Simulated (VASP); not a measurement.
**VASP 6.6.1 run: LiBr**

INCAR

```
PREC = Accurate
LASPH = .TRUE.
EDIFF = 1E-7
LWAVE = .FALSE.
GGA = PE
SIGMA = 0.6
NBANDS = 12
LREAL = .FALSE.
NELM = 98
ISMEAR = 1
ISIF = 2
IBRION = -1
NSW = 0
LCHARG = .FALSE.
ENCUT = 520
```

KPOINTS

```
KPOINTS created by Atomic Simulation Environment
0
Gamma
8 8 8
0 0 0
```

POSCAR

```
Li Br
 1.0000000000000000
     0.0342445630749999    2.7395650467750001    2.7395650467746875
     2.7395650467750001    0.0342445630749999    2.7395650467746875
     2.7738096097999998    2.7738096097999998   -0.0000000000506251
 Li  Br
   1   1
Cartesian
  0.0000000000000000  0.0000000000000000  0.0000000000000000
  2.7738096098250007  2.7738096098250007  2.7395650467493748
```

The recommended PBE PAW datasets give the neutral cell 10 valence electrons.

Command

```
mpirun -np 1 vasp_std
```

OSZICAR

```
N       E                     dE             d eps       ncg     rms          rms(c)
DAV:   1     0.429198149950E+02    0.42920E+02   -0.37931E+03  2280   0.751E+02
DAV:   2    -0.394284544279E+01   -0.46863E+02   -0.44381E+02  2980   0.137E+02
DAV:   3    -0.658356266673E+01   -0.26407E+01   -0.26322E+01  3012   0.337E+01
DAV:   4    -0.664382019595E+01   -0.60258E-01   -0.60234E-01  3132   0.516E+00
DAV:   5    -0.664461417080E+01   -0.79397E-03   -0.79397E-03  2996   0.504E-01    0.195E+00
DAV:   6    -0.661370813261E+01    0.30906E-01   -0.59570E-02  2800   0.114E+00    0.119E+00
DAV:   7    -0.661613524023E+01   -0.24271E-02   -0.38127E-02  3260   0.101E+00    0.428E-01
DAV:   8    -0.661839445458E+01   -0.22592E-02   -0.41932E-03  2724   0.408E-01    0.610E-02
DAV:   9    -0.661838925163E+01    0.52030E-05   -0.10606E-04  2720   0.721E-02    0.241E-02
DAV:  10    -0.661841629457E+01   -0.27043E-04   -0.49132E-05  2724   0.453E-02    0.129E-02
DAV:  11    -0.661841933693E+01   -0.30424E-05   -0.50312E-06  2944   0.129E-02    0.445E-03
DAV:  12    -0.661841934651E+01   -0.95752E-08   -0.27775E-07  2716   0.369E-03
   1 F= -.66184193E+01 E0= -.66358839E+01  d E =0.523935E-01
```

From OUTCAR

```
k-points           NKPTS =     95   k-points in BZ     NKDIM =     95   number of bands    NBANDS=     12

   NELECT =      10.0000    total number of electrons

   dimension x,y,z NGX =    30 NGY =   30 NGZ =   30
   dimension x,y,z NGXF=    60 NGYF=   60 NGZF=   60

  energy-cutoff  :      520.00
  volume of cell :       41.12
      direct lattice vectors                 reciprocal lattice vectors
     0.034244563  2.739565047  2.739565047    -0.184820986  0.184820986  0.182510724
     2.739565047  0.034244563  2.739565047     0.184820986 -0.184820986  0.182510724
     2.773809610  2.773809610 -0.000000000     0.180257505  0.180257505 -0.182510724

 k-points in reciprocal lattice and weights: KPOINTS created by Atomic Simulation Env
   0.00000000  0.00000000  0.00000000       0.002
   0.12500000  0.00000000  0.00000000       0.008
   0.25000000  0.00000000  0.00000000       0.008
   0.37500000 -0.00000000  0.00000000       0.008
   0.50000000  0.00000000  0.00000000       0.004
   0.12500000  0.12500000 -0.00000000       0.004
   0.25000000  0.12500000 -0.00000000       0.008
   0.37500000  0.12500000 -0.00000000       0.008
   ...

 E-fermi :   0.5937

 k-point     1 :       0.0000    0.0000    0.0000
  band No.  band energies     occupation
      1     -43.9872      2.00000
      2     -13.0821      2.00000
      3       0.3192      1.69176
      4       0.3909      1.53754
      5       0.4675      1.34745
      6       5.3947     -0.00000
      7      10.7125     -0.00000
      8      10.9079     -0.00000
      9      11.1046     -0.00000
     10      12.6625      0.00000
     11      12.6830      0.00000
     12      12.7304      0.00000

 k-point     2 :       0.1250    0.0000    0.0000
  band No.  band energies     occupation
      1     -43.9871      2.00000
      2     -13.0146      2.00000
      3      -0.1605      2.07061
      4       0.2775      1.76926
      5       0.3678      1.58990
      6       5.9194     -0.00000
      7      10.2500     -0.00000
      8      10.6035     -0.00000
      9      10.7820     -0.00000
     10      11.7094     -0.00000
     11      11.8629     -0.00000
     12      13.0438      0.00000

 k-point     3 :       0.2500    0.0000    0.0000
  band No.  band energies     occupation
      1     -43.9867      2.00000
      2     -12.8434      2.00000
      3      -1.2809      2.00009
      4       0.1831      1.90857
      5       0.2544      1.80792
      6       6.3797     -0.00000
      7       9.4857     -0.00000
      8       9.6092     -0.00000
      9      10.2449     -0.00000
     10      12.6075      0.00000
     11      12.8697      0.00000
     12      13.3993      0.00000

 k-point     4 :       0.3750   -0.0000    0.0000
  band No.  band energies     occupation
      1     -43.9863      2.00000
      2     -12.6587      2.00000
      3      -2.1843      2.00000
      4       0.0971      1.99363
      5       0.1512      1.94464
      6       6.1392     -0.00000
      7       8.6452     -0.00000
      8       8.7850     -0.00000
      9      11.5499     -0.00000
     10      13.8640      0.00000
     11      14.3953      0.00000
     12      14.7089      0.00000

 ...

  Total        0.0631917      0.0631917      0.0607277     -0.0891210      0.0000000      0.0000000
  in kB        2.4624304      2.4624304      2.3664115     -3.4728293      0.0000000      0.0000000
  external PRESSURE =       2.4304241 kB  Pullay stress =       0.0000000 kB

 POSITION                                       TOTAL-FORCE (eV/Angst)
 -----------------------------------------------------------------------------------
      0.00000      0.00000      0.00000         0.000000     -0.000000     -0.000000
      2.77381      2.77381      2.73957         0.000000      0.000000      0.000000
 -----------------------------------------------------------------------------------
    total drift:                               -0.000000     -0.000000      0.000000

  FREE ENERGIE OF THE ION-ELECTRON SYSTEM (eV)
  ---------------------------------------------------
  free  energy   TOTEN  =        -6.6184193465 eV

  energy  without entropy=       -6.6708128747  energy(sigma->0) =       -6.63588386
```

It converged. Results: gap between bands v and c on the k mesh 4.93 eV; least direct gap on the k mesh 4.93 eV; pressure 0.2 GPa. Band v is the last that the valence electrons fill when counted band by band, and c is the next.

One setting is odd (smearing far too wide), but here it hardly changes the result.

On sound settings PBE gives a gap of 4.92 eV on its mesh and a pressure of 0.4 GPa for the intended cell. This run's energy (σ→0) differs from it by 3 meV an atom.

The run took about 35 s on one core of a shared host (Intel Xeon Platinum 8488C) and held 0.19 GiB at most.
